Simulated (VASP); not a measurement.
# Al: restarted molecular dynamics, 2 variants

Al, Im-3m (no. 229), 16 atoms in the cell. PBE, molecular dynamics; PAW potentials Al (PBE set).

| Restart from | Temperature at the end (K) | The same without a restart (K) | Potential energy at the end (eV/atom) | The same without a restart (eV/atom) | Electronic steps in the first step after the restart | Time (s) |
|---|---|---|---|---|---|---|
| CONTCAR with velocities, WAVECAR read | 1779.0 | 1779.0 | -3.44289 | -3.44289 | 4 | 166 |
| CONTCAR with velocities, no WAVECAR | 1779.0 | 1779.0 | -3.44289 | -3.44289 | 13 | 171 |

Limits: 120 fs of 16 atoms are too short for converged averages.

## Input of the first row

INCAR.step1:
```
SYSTEM = Al
GGA = PE
PREC = Normal
ENCUT = 240
EDIFF = 1E-6
NELMIN = 4
NELM = 60
ALGO = Fast
LREAL = Auto
LASPH = .True.
ISMEAR = -1
SIGMA = 0.069
ISYM = 0
LWAVE = .True.
LCHARG = .False.
IBRION = 0
NSW = 30
POTIM = 2.0
TEBEG = 1600
ISIF = 2
RANDOM_SEED = 991486 0 0
MDALGO = 4
NHC_NCHAINS = 3
NHC_PERIOD = 30
KPAR = 2
```

INCAR.step2, as INCAR.step1 but for:
```
- LWAVE = .True.
+ LWAVE = .False.
```

KPOINTS:
```
k-points
0
Monkhorst-Pack
  2 2 2
```

POSCAR.step1:
```
Al
1.0
    6.3648747600      0.0000000000      0.0000000000
    0.0000000000      6.3648747600      0.0000000000
    0.0000000000      0.0000000000      6.3648747600
Al
16
Direct
    0.0000000000      0.0000000000      0.0000000000
    0.0000000000      0.0000000000      0.5000000000
    0.0000000000      0.5000000000      0.0000000000
    0.0000000000      0.5000000000      0.5000000000
    0.5000000000      0.0000000000      0.0000000000
    0.5000000000      0.0000000000      0.5000000000
    0.5000000000      0.5000000000      0.0000000000
    0.5000000000      0.5000000000      0.5000000000
    0.2500000000      0.2500000000      0.2500000000
    0.2500000000      0.2500000000      0.7500000000
    0.2500000000      0.7500000000      0.2500000000
    0.2500000000      0.7500000000      0.7500000000
    0.7500000000      0.2500000000      0.2500000000
    0.7500000000      0.2500000000      0.7500000000
    0.7500000000      0.7500000000      0.2500000000
    0.7500000000      0.7500000000      0.7500000000
```

Commands (each step's output is kept before the next begins):
```
cat potpaw_PBE.64/Al/POTCAR > POTCAR
cp INCAR.step1 INCAR
cp POSCAR.step1 POSCAR
mpirun -np 2 vasp_std > vasp.out
cp CONTCAR POSCAR
cp INCAR.step2 INCAR
mpirun -np 2 vasp_std > vasp.out
```

Changes of the last row against the first:
```
(step 1)
- LWAVE = True
+ LWAVE = False
```

VASP 6.6.1 took 166 s on 2 cores (AMD EPYC 7R43 (Zen 3)), a shared host.
